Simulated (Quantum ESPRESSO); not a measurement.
HfO2:

```
Hf O
1.0
     0.00000    2.55750    2.55750
     2.55750    0.00000    2.55750
     2.55750    2.55750    0.00000
Hf O
1 2
Direct
  0.00000 0.00000 0.00000
  0.75000 0.75000 0.75000
  0.25000 0.25000 0.25000
```

Measurements of this composition are mostly on another form, of space group No. 14.

Base run:

| Item | Value |
| --- | --- |
| Program | Quantum ESPRESSO 7.5 |
| Functional | RPBE |
| Potentials or basis | SG15 PBE 1.2 |
| Cutoff | 1197 eV |
| Density cutoff | 4789 eV |
| k mesh | 9 × 9 × 9 |
| Occupations | fermi-dirac, width 0.05 eV |
| Spin | no spin polarisation |

Its results: band gap on the k mesh 3.94 eV, indirect (least direct gap 4.04 eV); pressure 3.6 GPa.

Problem. After a change of settings the same cell gave: band gap on the k mesh 3.52 eV, indirect (least direct gap 3.65 eV); pressure -18.8 GPa. Which change was it?
A. functional from RPBE to LDA
B. functional from RPBE to PBE; potentials or basis from SG15 PBE 1.2 to SSSP 1.3 efficiency PBE; cutoff from 1197 eV to 816 eV; density cutoff from 4789 eV to 5987 eV; valence electrons from 38 to 24; hubbard projectors from none to ortho-atomic
C. functional from RPBE to AM05
D. functional from RPBE to PBE

Solution. A.

LDA binds more tightly than RPBE, so the same cell stands under less pressure.

Caveats: the potentials were made for another functional, which shifts forces and pressure; spin-orbit coupling is left out, which moves the levels of the heavy elements; the mesh misses the band edges, which the band path finds closer together.
